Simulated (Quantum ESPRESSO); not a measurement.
# CuO (Pm-3m) in Quantum ESPRESSO: further runs

The runs below take CuO through band structure, with r2SCAN, LDA, PBEsol.

Everything below comes from runs of Quantum ESPRESSO 7.5. Logs are shortened: lines on timing, memory, paths and dates and some standing lists are left out, and cuts for length are marked.

## 1. The structure

Symmetry: Pm-3m, No. 221, cubic system. Conventional cell: a = 2.553 Å, b = 2.553 Å, c = 2.553 Å, α = 90.00°, β = 90.00°, γ = 90.00°. Around Cu (site symmetry m-3m) lie 8 O at 2.21 Å. O (site symmetry m-3m) has 8 Cu at 2.21 Å as nearest neighbours.

Measurements of this composition are mostly on another form, of space group No. 15.

## 2. Band structure, r2SCAN

Input file pw.in:

```
&CONTROL
  calculation = 'scf'
  prefix = 'pwscf'
  outdir = './tmp'
  pseudo_dir = './pseudo'
  tprnfor = .true.
  tstress = .true.
  disk_io = 'low'
/
&SYSTEM
  ibrav = 0
  nat = 2
  ntyp = 2
  ecutwfc = 88
  nbnd = 19
  input_dft = 'r2scan'
  occupations = 'smearing'
  smearing = 'fd'
  degauss = 0.00367493
  nosym = .true.
/
&ELECTRONS
  conv_thr = 1d-08
  electron_maxstep = 120
  mixing_beta = 0.5
/
ATOMIC_SPECIES
Cu    63.5460 Cu_ONCV_PBE-1.2.upf
O     15.9990 O_ONCV_PBE-1.2.upf
CELL_PARAMETERS angstrom
   2.5525506100    0.0000000000    0.0000000000
   0.0000000000    2.5525506100    0.0000000000
   0.0000000000    0.0000000000    2.5525506100
ATOMIC_POSITIONS angstrom
Cu     0.0000000000    0.0000000000    0.0000000000
O      1.2762753050    1.2762753050    1.2762753050
K_POINTS automatic
8 8 8 0 0 0
```

Input file pp_density.in:

```
&INPUTPP
  prefix = 'pwscf'
  outdir = './tmp'
  filplot = 'density.dat'
  plot_num = 0
/
&PLOT
  nfile = 1
  filepp(1) = 'density.dat'
  iflag = 3
  output_format = 6
  fileout = 'density.cube'
/
```

Input file pp_potential.in:

```
&INPUTPP
  prefix = 'pwscf'
  outdir = './tmp'
  filplot = 'potential.dat'
  plot_num = 11
/
&PLOT
  nfile = 1
  filepp(1) = 'potential.dat'
  iflag = 3
  output_format = 6
  fileout = 'potential.cube'
/
```

Input file pp_elf.in:

```
&INPUTPP
  prefix = 'pwscf'
  outdir = './tmp'
  filplot = 'elf.dat'
  plot_num = 8
/
&PLOT
  nfile = 1
  filepp(1) = 'elf.dat'
  iflag = 3
  output_format = 6
  fileout = 'elf.cube'
/
```

Input file bands.in:

```
&CONTROL
  calculation = 'bands'
  prefix = 'pwscf'
  outdir = './tmp'
  pseudo_dir = './pseudo'
  disk_io = 'low'
  verbosity = 'high'
/
&SYSTEM
  ibrav = 0
  nat = 2
  ntyp = 2
  ecutwfc = 88
  nbnd = 19
  input_dft = 'r2scan'
  occupations = 'smearing'
  smearing = 'fd'
  degauss = 0.00367493
  nosym = .true.
/
&ELECTRONS
  conv_thr = 1d-08
  electron_maxstep = 120
  mixing_beta = 0.5
  diago_full_acc = .true.
  startingwfc = 'random'
/
ATOMIC_SPECIES
Cu    63.5460 Cu_ONCV_PBE-1.2.upf
O     15.9990 O_ONCV_PBE-1.2.upf
CELL_PARAMETERS angstrom
   2.5525506100    0.0000000000    0.0000000000
   0.0000000000    2.5525506100    0.0000000000
   0.0000000000    0.0000000000    2.5525506100
ATOMIC_POSITIONS angstrom
Cu     0.0000000000    0.0000000000    0.0000000000
O      1.2762753050    1.2762753050    1.2762753050
K_POINTS crystal
60
 0.0000000000  0.0000000000  0.0000000000 1
 0.0000000000  0.0714285714  0.0000000000 1
 0.0000000000  0.1428571429  0.0000000000 1
 0.0000000000  0.2142857143  0.0000000000 1
 0.0000000000  0.2857142857  0.0000000000 1
 0.0000000000  0.3571428571  0.0000000000 1
 0.0000000000  0.4285714286  0.0000000000 1
 0.0000000000  0.5000000000  0.0000000000 1
 0.0714285714  0.5000000000  0.0000000000 1
 0.1428571429  0.5000000000  0.0000000000 1
 0.2142857143  0.5000000000  0.0000000000 1
 0.2857142857  0.5000000000  0.0000000000 1
 0.3571428571  0.5000000000  0.0000000000 1
 0.4285714286  0.5000000000  0.0000000000 1
 0.5000000000  0.5000000000  0.0000000000 1
 0.4545454545  0.4545454545  0.0000000000 1
 0.4090909091  0.4090909091  0.0000000000 1
 0.3636363636  0.3636363636  0.0000000000 1
 0.3181818182  0.3181818182  0.0000000000 1
 0.2727272727  0.2727272727  0.0000000000 1
 0.2272727273  0.2272727273  0.0000000000 1
 0.1818181818  0.1818181818  0.0000000000 1
 0.1363636364  0.1363636364  0.0000000000 1
 0.0909090909  0.0909090909  0.0000000000 1
 0.0454545455  0.0454545455  0.0000000000 1
 0.0000000000  0.0000000000  0.0000000000 1
 0.0357142857  0.0357142857  0.0357142857 1
 0.0714285714  0.0714285714  0.0714285714 1
 0.1071428571  0.1071428571  0.1071428571 1
 0.1428571429  0.1428571429  0.1428571429 1
 0.1785714286  0.1785714286  0.1785714286 1
 0.2142857143  0.2142857143  0.2142857143 1
 0.2500000000  0.2500000000  0.2500000000 1
 0.2857142857  0.2857142857  0.2857142857 1
 0.3214285714  0.3214285714  0.3214285714 1
 0.3571428571  0.3571428571  0.3571428571 1
 0.3928571429  0.3928571429  0.3928571429 1
 0.4285714286  0.4285714286  0.4285714286 1
 0.4642857143  0.4642857143  0.4642857143 1
 0.5000000000  0.5000000000  0.5000000000 1
 0.4545454545  0.5000000000  0.4545454545 1
 0.4090909091  0.5000000000  0.4090909091 1
 0.3636363636  0.5000000000  0.3636363636 1
 0.3181818182  0.5000000000  0.3181818182 1
 0.2727272727  0.5000000000  0.2727272727 1
 0.2272727273  0.5000000000  0.2272727273 1
 0.1818181818  0.5000000000  0.1818181818 1
 0.1363636364  0.5000000000  0.1363636364 1
 0.0909090909  0.5000000000  0.0909090909 1
 0.0454545455  0.5000000000  0.0454545455 1
 0.0000000000  0.5000000000  0.0000000000 1
 0.5000000000  0.5000000000  0.0000000000 1
 0.5000000000  0.5000000000  0.0625000000 1
 0.5000000000  0.5000000000  0.1250000000 1
 0.5000000000  0.5000000000  0.1875000000 1
 0.5000000000  0.5000000000  0.2500000000 1
 0.5000000000  0.5000000000  0.3125000000 1
 0.5000000000  0.5000000000  0.3750000000 1
 0.5000000000  0.5000000000  0.4375000000 1
 0.5000000000  0.5000000000  0.5000000000 1
```

Potentials or basis: SG15 PBE 1.2.

Launch:

```bash
$ OMP_NUM_THREADS=1 pw.x -in pw.in > pw.out
$ OMP_NUM_THREADS=1 pp.x -in pp_density.in > pp_density.out
$ OMP_NUM_THREADS=1 pp.x -in pp_potential.in > pp_potential.out
$ OMP_NUM_THREADS=1 pp.x -in pp_elf.in > pp_elf.out
$ OMP_NUM_THREADS=1 pw.x -in bands.in > bands.out
```

pw.out:

```text
This program is part of the open-source Quantum ESPRESSO suite
     for quantum simulation of materials; please cite
         "P. Giannozzi et al., J. Phys.:Condens. Matter 21 395502 (2009);
         "P. Giannozzi et al., J. Phys.:Condens. Matter 29 465901 (2017);
         "P. Giannozzi et al., J. Chem. Phys. 152 154105 (2020);
     in publications or presentations arising from this work. More details at

     IMPORTANT: XC functional enforced from input :
     Exchange-correlation= R2SCAN
                           (   0   0   0   0   0 497 498)
     Any further DFT definition will be discarded
     Please, verify this is what you really want

     G-vector sticks info
     --------------------
     sticks:   dense  smooth     PW     G-vecs:    dense   smooth      PW
     Sum         657     657    213                12533    12533    2205

     Using Slab Decomposition

     bravais-lattice index     =            0
     lattice parameter (alat)  =       4.8236  a.u.
     unit-cell volume          =     112.2328 (a.u.)^3
     number of atoms/cell      =            2
     number of atomic types    =            2
     number of electrons       =        25.00
     number of Kohn-Sham states=           19
     kinetic-energy cutoff     =      88.0000  Ry
     charge density cutoff     =     352.0000  Ry
     scf convergence threshold =      1.0E-08
     mixing beta               =       0.5000
     number of iterations used =            8  plain     mixing
     Exchange-correlation= R2SCAN
                           (   0   0   0   0   0 497 498)

     celldm(1)=   4.823622  celldm(2)=   0.000000  celldm(3)=   0.000000
     celldm(4)=   0.000000  celldm(5)=   0.000000  celldm(6)=   0.000000

     crystal axes: (cart. coord. in units of alat)
               a(1) = (   1.000000   0.000000   0.000000 )
               a(2) = (   0.000000   1.000000   0.000000 )
               a(3) = (   0.000000   0.000000   1.000000 )

     reciprocal axes: (cart. coord. in units 2 pi/alat)
               b(1) = (  1.000000  0.000000  0.000000 )
               b(2) = (  0.000000  1.000000  0.000000 )
               b(3) = (  0.000000  0.000000  1.000000 )

     PseudoPot. # 1 for Cu read from file:
     Cu_ONCV_PBE-1.2.upf
     Pseudo is Norm-conserving, Zval = 19.0
     Generated using ONCVPSP code by D. R. Hamann
     Using radial grid of  602 points,  6 beta functions with:
                l(1) =   0
                l(2) =   0
                l(3) =   1
                l(4) =   1
                l(5) =   2
                l(6) =   2

     PseudoPot. # 2 for O  read from file:
     O_ONCV_PBE-1.2.upf
     Pseudo is Norm-conserving, Zval =  6.0
     Generated using ONCVPSP code by D. R. Hamann
     Using radial grid of  602 points,  4 beta functions with:
                l(1) =   0
                l(2) =   0
                l(3) =   1
                l(4) =   1

     atomic species   valence    mass     pseudopotential
     Cu               19.00    63.54600     Cu( 1.00)
     O                 6.00    15.99900     O ( 1.00)

     No symmetry found

   Cartesian axes

     site n.     atom                  positions (alat units)
         1        Cu     tau(   1) = (   0.0000000   0.0000000   0.0000000  )
         2        O      tau(   2) = (   0.5000000   0.5000000   0.5000000  )

     number of k points=   260  Fermi-Dirac smearing, width (Ry)=  0.0037

     Number of k-points >= 100: set verbosity='high' to print them.

     Dense  grid:    12533 G-vectors     FFT dimensions: (  30,  30,  30)

     WARNING: libxc functional with ID  497 depends
      on external parameters: check the user_guide of
      QE if you need to modify them or to check their
      default values.

     WARNING: libxc functional with ID  498 depends
      on external parameters: check the user_guide of
      QE if you need to modify them or to check their
      default values.

     Initial potential from superposition of free atoms

     starting charge      24.9724, renormalised to      25.0000
     Starting wfcs are random

     Self-consistent Calculation

     iteration #  1     ecut=    88.00 Ry     beta= 0.50
     Davidson diagonalization with overlap
     ethr =  1.00E-02,  avg # of iterations =  9.0

     total energy              =    -396.99704792 Ry
     estimated scf accuracy    <     210.52259111 Ry

     iteration #  2     ecut=    88.00 Ry     beta= 0.50
     Davidson diagonalization with overlap
     ethr =  1.00E-02,  avg # of iterations =  1.0

     total energy              =    -397.02139207 Ry
     estimated scf accuracy    <      50.32008488 Ry

     iteration #  3     ecut=    88.00 Ry     beta= 0.50
     Davidson diagonalization with overlap
     ethr =  1.00E-02,  avg # of iterations =  1.0

     total energy              =    -396.99896920 Ry
     estimated scf accuracy    <       6.89542909 Ry

     iteration #  4     ecut=    88.00 Ry     beta= 0.50
     Davidson diagonalization with overlap
     ethr =  1.00E-02,  avg # of iterations =  1.0

     total energy              =    -397.05295332 Ry
     estimated scf accuracy    <       0.12701436 Ry

     iteration #  5     ecut=    88.00 Ry     beta= 0.50
     Davidson diagonalization with overlap
     ethr =  5.08E-04,  avg # of iterations =  1.2

     total energy              =    -397.05421802 Ry
     estimated scf accuracy    <       0.00712257 Ry

     iteration #  6     ecut=    88.00 Ry     beta= 0.50
     Davidson diagonalization with overlap
     ethr =  2.85E-05,  avg # of iterations =  1.5

     total energy              =    -397.05424802 Ry
     estimated scf accuracy    <       0.00767461 Ry

     iteration #  7     ecut=    88.00 Ry     beta= 0.50
     Davidson diagonalization with overlap
     ethr =  2.85E-05,  avg # of iterations =  1.0

     total energy              =    -397.05423920 Ry
     estimated scf accuracy    <       0.00113341 Ry

     iteration #  8     ecut=    88.00 Ry     beta= 0.50
     Davidson diagonalization with overlap
     ethr =  4.53E-06,  avg # of iterations =  1.6

     total energy              =    -397.05424795 Ry
     estimated scf accuracy    <       0.00008989 Ry

     iteration #  9     ecut=    88.00 Ry     beta= 0.50
     Davidson diagonalization with overlap
     ethr =  3.60E-07,  avg # of iterations =  1.0

     total energy              =    -397.05424805 Ry
     estimated scf accuracy    <       0.00005671 Ry

     iteration # 10     ecut=    88.00 Ry     beta= 0.50
     Davidson diagonalization with overlap
     ethr =  2.27E-07,  avg # of iterations =  1.0

     total energy              =    -397.05424800 Ry
     estimated scf accuracy    <       0.00001188 Ry

     iteration # 11     ecut=    88.00 Ry     beta= 0.50
     Davidson diagonalization with overlap
     ethr =  4.75E-08,  avg # of iterations =  1.0

     total energy              =    -397.05424804 Ry
     estimated scf accuracy    <       0.00000003 Ry

     iteration # 12     ecut=    88.00 Ry     beta= 0.50
     Davidson diagonalization with overlap
     ethr =  1.33E-10,  avg # of iterations =  1.1

     total energy              =    -397.05424804 Ry
     estimated scf accuracy    <       0.00000002 Ry

     iteration # 13     ecut=    88.00 Ry     beta= 0.50
     Davidson diagonalization with overlap
     ethr =  8.22E-11,  avg # of iterations =  1.0

     End of self-consistent calculation

     Number of k-points >= 100: set verbosity='high' to print the bands.

     the Fermi energy is    15.8083 ev

!    total energy              =    -397.05424804 Ry
     estimated scf accuracy    <          2.0E-09 Ry
     smearing contrib. (-TS)   =      -0.00153360 Ry
     internal energy E=F+TS    =    -397.05271444 Ry

     The total energy is F=E-TS. E is the sum of the following terms:
     one-electron contribution =    -198.80873383 Ry
     hartree contribution      =     115.26931391 Ry
     xc contribution           =     -42.08891328 Ry
     ewald contribution        =    -271.42438123 Ry

     convergence has been achieved in  13 iterations

     Forces acting on atoms (cartesian axes, Ry/au):

     atom    1 type  1   force =     0.00000001   -0.00000001   -0.00000003
     atom    2 type  2   force =    -0.00000001    0.00000001    0.00000003

     Total force =     0.000000     Total SCF correction =     0.000000
     SCF correction compared to forces is large: reduce conv_thr to get better values

     Computing stress (Cartesian axis) and pressure

          total   stress  (Ry/bohr**3)                   (kbar)     P=      119.55
   0.00081270   0.00000000   0.00000000          119.55        0.00        0.00
   0.00000000   0.00081270  -0.00000000            0.00      119.55       -0.00
   0.00000000  -0.00000000   0.00081270            0.00       -0.00      119.55

=------------------------------------------------------------------------------=
   JOB DONE.
=------------------------------------------------------------------------------=
```

Run time: 5.7 min. Hardware: 1 thread of Arm Neoverse V2, shared host; peak memory 0.16 GiB.

What came out:

```
Free energy            : -5402.1983 eV
Pressure               : 12.0 GPa
Band gap on the k mesh : none (metal or under the smearing width)
```

Levels at the corners of the path, in eV from the Fermi level:
| point | band 10 | band 11 | band 12 | band 13 | band 14 | band 15 | band 16 | band 17 |
| --- | --- | --- | --- | --- | --- | --- | --- | --- |
| Γ | -2.13 | -1.84 | -1.84 | -1.84 | 1.90 | 17.22 | 17.22 | 22.48 |
| X | -1.77 | -1.34 | 0.47 | 0.47 | 7.85 | 9.62 | 19.03 | 19.70 |
| M | -2.35 | -2.35 | -1.39 | -1.05 | 6.33 | 13.28 | 13.28 | 19.05 |
| Γ | -2.13 | -1.84 | -1.84 | -1.84 | 1.90 | 17.22 | 17.22 | 22.48 |
| R | -1.36 | 0.34 | 0.34 | 0.34 | 8.07 | 8.07 | 8.07 | 15.45 |
| X | -1.77 | -1.34 | 0.47 | 0.47 | 7.85 | 9.62 | 19.03 | 19.70 |
| M | -2.35 | -2.35 | -1.39 | -1.05 | 6.33 | 13.28 | 13.28 | 19.05 |
| R | -1.36 | 0.34 | 0.34 | 0.34 | 8.07 | 8.07 | 8.07 | 15.45 |

Caveat: the potentials were made for another functional, which shifts forces and pressure; an odd number of electrons without spin polarisation forces a metal; a magnetic or distorted state may lie lower; the run has no spin polarisation, though such a crystal can be magnetic; semilocal functionals often make such compounds metallic where correlation or magnetic order opens a gap, which also shifts bond lengths. With open d or f shells a metallic result of r2SCAN can be an artefact of self-interaction; +U or a hybrid may open a gap.

## 3. Band structure, LDA

Input file pw.in:

```
&CONTROL
  calculation = 'scf'
  prefix = 'pwscf'
  outdir = './tmp'
  pseudo_dir = './pseudo'
  tprnfor = .true.
  tstress = .true.
  disk_io = 'low'
/
&SYSTEM
  ibrav = 0
  A = 2.55255061
  nat = 2
  ntyp = 2
  ecutwfc = 56
  ecutrho = 448
  nbnd = 19
  occupations = 'smearing'
  smearing = 'fd'
  degauss = 0.00367493
/
&ELECTRONS
  conv_thr = 4d-10
  electron_maxstep = 120
  mixing_beta = 0.5
/
ATOMIC_SPECIES
Cu    63.5460 cu_lda_v1.2.uspp.F.UPF
O     15.9990 o_lda_v1.2.uspp.F.UPF
CELL_PARAMETERS alat
   1.0000000000    0.0000000000    0.0000000000
   0.0000000000    1.0000000000    0.0000000000
   0.0000000000    0.0000000000    1.0000000000
ATOMIC_POSITIONS alat
Cu     0.0000000000    0.0000000000    0.0000000000
O      0.5000000000    0.5000000000    0.5000000000
K_POINTS automatic
10 10 10 0 0 0
```

Changes to bands.in since step 2:

```diff
@@ -10,7 +10,8 @@
   ibrav = 0
+  A = 2.55255061
   nat = 2
   ntyp = 2
-  ecutwfc = 88
+  ecutwfc = 56
+  ecutrho = 448
   nbnd = 19
-  input_dft = 'r2scan'
   occupations = 'smearing'
@@ -18,3 +19,2 @@
   degauss = 0.00367493
-  nosym = .true.
 /
@@ -28,11 +28,11 @@
 ATOMIC_SPECIES
-Cu    63.5460 Cu_ONCV_PBE-1.2.upf
-O     15.9990 O_ONCV_PBE-1.2.upf
-CELL_PARAMETERS angstrom
-   2.5525506100    0.0000000000    0.0000000000
-   0.0000000000    2.5525506100    0.0000000000
-   0.0000000000    0.0000000000    2.5525506100
-ATOMIC_POSITIONS angstrom
+Cu    63.5460 cu_lda_v1.2.uspp.F.UPF
+O     15.9990 o_lda_v1.2.uspp.F.UPF
+CELL_PARAMETERS alat
+   1.0000000000    0.0000000000    0.0000000000
+   0.0000000000    1.0000000000    0.0000000000
+   0.0000000000    0.0000000000    1.0000000000
+ATOMIC_POSITIONS alat
 Cu     0.0000000000    0.0000000000    0.0000000000
-O      1.2762753050    1.2762753050    1.2762753050
+O      0.5000000000    0.5000000000    0.5000000000
 K_POINTS crystal
```

Potentials or basis: GBRV 1.5 LDA.

Launch:

```bash
$ OMP_NUM_THREADS=1 pw.x -in pw.in > pw.out
$ OMP_NUM_THREADS=1 pw.x -in bands.in > bands.out
```

Run time: 20 s. Hardware: 1 thread of Arm Neoverse V2, shared host; peak memory 0.12 GiB.

It converged, with:

| Property | Result |
| --- | --- |
| Free energy | -5927.8727 eV |
| Pressure | 2.0 GPa |
| Band gap on the k mesh | none (metal or under the smearing width) |

Levels at the corners of the path, in eV from the Fermi level:
| point | band 10 | band 11 | band 12 | band 13 | band 14 | band 15 | band 16 | band 17 |
| --- | --- | --- | --- | --- | --- | --- | --- | --- |
| Γ | -2.14 | -1.77 | -1.77 | -1.77 | 1.23 | 16.10 | 16.10 | 20.66 |
| X | -1.70 | -1.23 | 0.47 | 0.47 | 6.86 | 8.52 | 17.61 | 18.19 |
| M | -2.31 | -2.27 | -1.25 | -1.06 | 5.38 | 11.88 | 11.88 | 17.94 |
| Γ | -2.14 | -1.77 | -1.77 | -1.77 | 1.23 | 16.10 | 16.10 | 20.66 |
| R | -1.22 | 0.38 | 0.38 | 0.38 | 6.85 | 6.85 | 6.85 | 14.02 |
| X | -1.70 | -1.23 | 0.47 | 0.47 | 6.86 | 8.52 | 17.61 | 18.19 |
| M | -2.31 | -2.27 | -1.25 | -1.06 | 5.38 | 11.88 | 11.88 | 17.94 |
| R | -1.22 | 0.38 | 0.38 | 0.38 | 6.85 | 6.85 | 6.85 | 14.02 |

Caveat: an odd number of electrons without spin polarisation forces a metal; a magnetic or distorted state may lie lower; the run has no spin polarisation, though such a crystal can be magnetic; semilocal functionals often make such compounds metallic where correlation or magnetic order opens a gap, which also shifts bond lengths.

(Continued in part 2 of 2.)
